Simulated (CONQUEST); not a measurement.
# ZnS (Wurtzite-2H) under changes of volume

One of the cells (19.603 Å³/atom); the others are scaled copies at fixed shape and fractional positions:

```
CELL_PARAMETERS angstrom
3.81100 0.00000 0.00000
0.00000 6.23400 0.00000
0.00000 0.00000 6.60085
ATOMIC_POSITIONS crystal
Zn 0.00000 0.50000 0.33333
Zn 0.50000 0.50000 0.83333
Zn 0.00000 0.00000 0.66667
Zn 0.50000 0.00000 0.16667
S 0.00000 0.88500 0.33333
S 0.50000 0.88500 0.83333
S 0.00000 0.38500 0.66667
S 0.50000 0.38500 0.16667
```

```yaml
Program: CONQUEST 1.3
Functional: PBE
Potentials_or_basis: PseudoDojo NC PBE, DZP, grid of 36 × 60 × 64 points
k_mesh: 7 × 5 × 4
Occupations: fermi-dirac, width 0.05 eV
Spin: no spin polarisation
```

| volume (Å³/atom) | energy over the lowest point (meV/atom) | pressure (GPa) | gap on the mesh (eV) | largest force (eV/Å) |
| --- | --- | --- | --- | --- |
| 18.427 | 72.91 | 10.5 | 2.83 | 0.453 |
| 18.819 | 49.92 | 8.4 | 2.70 | 0.431 |
| 19.211 | 31.71 | 6.5 | 2.58 | 0.414 |
| 19.603 | 18.06 | 4.8 | 2.47 | 0.390 |
| 19.995 | ? | ? | ? | ? |
| 20.387 | 2.58 | 1.7 | 2.25 | 0.341 |
| 20.779 | 0.00 | 0.4 | 2.14 | 0.331 |

Question: What does the run at 19.995 Å³/atom give?

Answer: Energy over the lowest point 8.40 meV/atom; pressure 3.1 GPa; gap on the mesh 2.36 eV; largest force 0.362 eV/Å.

Worked out: A Birch-Murnaghan fit of order 3 (a polynomial in V^(-2/3)) to the other rows has its minimum at 20.90 Å³/atom, just outside them, with B0 = V·E''(V) = 65 GPa and B' = 3.9 at fixed shape and positions, which overstates the stiffness. It gives 8.46 meV/atom at 19.995 Å³/atom, against the run's 8.40, and -dE/dV = 3.1 GPa, against 3.1. A straight line through the other rows of the gap, of slope -5.7 eV per unit of ln V, gives 2.36 eV, against the run's 2.36.

Energies are extrapolated to zero smearing.

Caveats: an odd mesh through Γ misses points on the zone boundary, where band edges often lie; the basis of atomic orbitals isn't converged, which shifts pressures, moduli and gaps.
